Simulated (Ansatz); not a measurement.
**ZrB2 (P6/mmm): supercell folding check, by script**

The task is a supercell folding check, for ZrB2 (P6/mmm).

Computed with Ansatz 0.2.0 through its Python package. Level of theory: DFT PBE, plane waves, PAW.

## 1. The system

Symmetry: P6/mmm, No. 191, hexagonal system. Conventional cell: a = 3.170 Å, b = 3.170 Å, c = 3.533 Å, α = 90.00°, β = 90.00°, γ = 120.00°. Around Zr (site symmetry 6/mmm) lie 12 B at 2.54 Å. B (site symmetry -6m2) is surrounded by 3 B at 1.83 Å and 6 Zr at 2.54 Å.

The script holds or builds the structure itself.

## 2. Script

Input file fold_zrb2.py:

```python
import logging
import sys

import ansatz as az
import pandas as pd

logging.basicConfig(stream=sys.stdout, format="%(name)s: %(message)s")
logger = logging.getLogger("run")
logger.setLevel(logging.INFO)

FUNCTIONAL = "pbe"
CUTOFF_EV = 470
SMEARING = "fermi_dirac"
WIDTH_EV = 0.1

structure = (
    az.Lattice.of((3.17, 0.0, 0.0), (-1.585, 2.745301, 0.0), (0.0, 0.0, 3.533))
    .atom("Zr", (0.0, 0.0, 0.0))
    .atom("B", (1 / 3, 2 / 3, 0.5))
    .atom("B", (2 / 3, 1 / 3, 0.5))
)

mesh = (8, 8, 4)
rows = []
for repeats in [(1, 1, 1), (1, 1, 2)]:
    base = (
        structure.supercell(*repeats).calculation()
        .functional(FUNCTIONAL)
        .pseudopotentials("paw")
        .basis(CUTOFF_EV)
        .occupations(SMEARING, width=WIDTH_EV)
        .kpoints(*(k // n for k, n in zip(mesh, repeats)))
    )
    report = base.run(threads=1, backend="cpu").report
    n = len(report["lattice"]["sites"])
    rows.append((repeats, n, report["free_energy_ev"] / n, report["fermi_energy_ev"], report["n_kpoints"], report["n_symmetry_ops"]))
print(pd.DataFrame(rows, columns=["repeats", "atoms", "F/atom eV", "Fermi level eV", "k-points", "symmetry operations"]).round(4).to_string(index=False))
```

## 3. The calls as engine input

The package turns the script's settings into the engine's input (first run):

```yaml
crystal:
  lattice:
    - [3.17, 0.0, 0.0]
    - [-1.585, 2.745301, 0.0]
    - [0.0, 0.0, 3.533]
  atoms:
    - { symbol: Zr, position: [0.0, 0.0, 0.0] }
    - { symbol: B, position: [0.3333333333333333, 0.6666666666666666, 0.5] }
    - { symbol: B, position: [0.6666666666666666, 0.3333333333333333, 0.5] }
basis:
  ecutwfc: 470.0
kpoints:
  mp_grid:
    grid: [8, 8, 4]
hamiltonian:
  xc: pbe
  pseudopotentials:
    kind: paw
scf:
  occupations:
    method: fermi_dirac
    width: 0.1
```

## 4. Running it

The run is started by

```console
$ python fold_zrb2.py
```

Output:

```text
  repeats  atoms  F/atom eV  Fermi level eV  k-points  symmetry operations
(1, 1, 1)      3 -1499.5659          15.689        30                   24
(1, 1, 2)      6 -1499.5659          15.689        20                   48
```

Wall time 2.9 s (1 thread of AMD EPYC 7R13 (Zen 3), shared host); peak memory 0.46 GiB.

## 5. What changed from run to run

The engine's inputs for the other runs:

Run 2, against run 1:

```diff
@@ -9,0 +10 @@
+  supercell: [1, 1, 2]
@@ -14 +15 @@
-    grid: [8, 8, 4]
+    grid: [8, 8, 2]
```

## 6. What the script built

Run 2 starts from these 6 atoms:

```xyz
6
Lattice="3.170 0.000 0.000 -1.585 2.745 0.000 0.000 0.000 7.066" Properties=species:S:1:pos:R:3 pbc="T T T"
Zr    0.000    0.000    0.000
B     0.000    1.830    1.766
B     1.585    0.915    1.766
Zr    0.000    0.000    3.533
B     0.000    1.830    5.300
B     1.585    0.915    5.300
```

Lines on the test bed's own set-up are left out of the output.

## 7. The runs side by side

The 2 runs, in the order started:

```tsv
run	system	k mesh	energy from run 2 (meV/atom)	SCF cycles	CPU time (s)
1	ZrB2 (3 atoms)	[8, 8, 4]	0.00	6	0.58
2	ZrB2 (6 atoms)	[8, 8, 2]	0.00	6	1.2
```

Energies are free energies F = E - TS of the smeared occupations. 

## 8. Outcome

| quantity | value |
| --- | --- |
| runs compared | 2 |
| largest difference per atom | 0.000 meV |

In words: Cells and meshes that sample the same points give the same energy per atom. For a metal this k-point mesh is coarse: on a finer one energies can move by several to tens of meV an atom and pressures by half a GPa or more, differences at one mesh by less. The count of operations in a supercell holds its pure translations too, and an uneven repeat can lower the point group.
